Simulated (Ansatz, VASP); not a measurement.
**One calculation of GaAs, two programs**

POSCAR

```
GaAs
1.0
    0.0000000000      2.8330850941      2.8330850941
    2.8330850941      0.0000000000      2.8330850941
    2.8330850941      2.8330850941      0.0000000000
Ga As
1 1
Direct
    0.0000000000      0.0000000000      0.0000000000
    0.2500000000      0.2500000000      0.2500000000
```

File INCAR.step1:

```
PREC = Accurate
ENCUT = 520
ISMEAR = 0
SIGMA = 0.01
LREAL = F
LASPH = T
NELM = 80
NBANDS = 16
GGA = PE
ALGO = Normal
EDIFF = 1E-4
LWAVE = T
LCHARG = F
```

INCAR.step2

```
PREC = Accurate
ENCUT = 520
EDIFF = 1E-6
ISMEAR = 0
SIGMA = 0.01
LREAL = F
LASPH = T
NELM = 80
ALGO = Normal
ISIF = 2
LWAVE = F
LCHARG = T
METAGGA = R2SCAN
LMIXTAU = T
LELF = T
LVHAR = T
NBANDS = 16
ISTART = 1
```

The input KPOINTS:

```
regular mesh
0
Gamma
  8 8 8
```

Input for Ansatz:

```yaml
crystal:
  lattice:
    - [0.0, 2.8330850941, 2.8330850941]
    - [2.8330850941, 0.0, 2.8330850941]
    - [2.8330850941, 2.8330850941, 0.0]
  atoms:
    - { symbol: Ga, position: [0.0, 0.0, 0.0] }
    - { symbol: As, position: [0.25, 0.25, 0.25] }
kpoints:
  mp_grid: { grid: [8, 8, 8] }
  band_path:
    path:
      - [0.0, 0.0, 0.0]
      - [-0.5, -0.5, 0.0]
      - [-0.375, -0.375, 0.25]
      - [-0.375, 0.0, 0.375]
      - [0.0, 0.0, 0.5]
      - [-0.5, -0.25, 0.25]
    npoints: 1
hamiltonian:
  xc: r2scan
scf:
  occupations: { method: fixed }
  n_extra_bands: 4
output:
  forces: true
  stress: true
  eigenvalues: true
```

The cell was built by a generator and needn't be a form met in nature.

Alike in both runs: task single point; functional r2SCAN; k mesh 8 × 8 × 8; no spin polarisation.

|  | VASP | Ansatz |
| --- | --- | --- |
| version | VASP 6.6.1 | Ansatz 0.2.0 |
| potentials or method | VASP PAW PBE potentials, release 64 (Ga_d, As) | plane waves, PAW |
| plane-wave cutoff (eV) | 520 | 500 |
| occupations | gaussian, width 0.01 eV | fixed |
| valence electrons in the cell | 18 | 28 |

|  | VASP | Ansatz | Ansatz less VASP |
| --- | --- | --- | --- |
| gap on the k mesh at the Fermi level (eV) | 0.94 | 0.96 | +0.019 |
| pressure (GPa) | 0.1 | 0.0 | -0.12 |

The two sets of potentials don't hold the same shells in valence.

Caveats: the PAW data sets were made with another functional, which shifts forces and pressure a little (VASP). r2SCAN opens gaps a little over a GGA but as a rule still falls short of measured ones. A k mesh can miss the band edges.
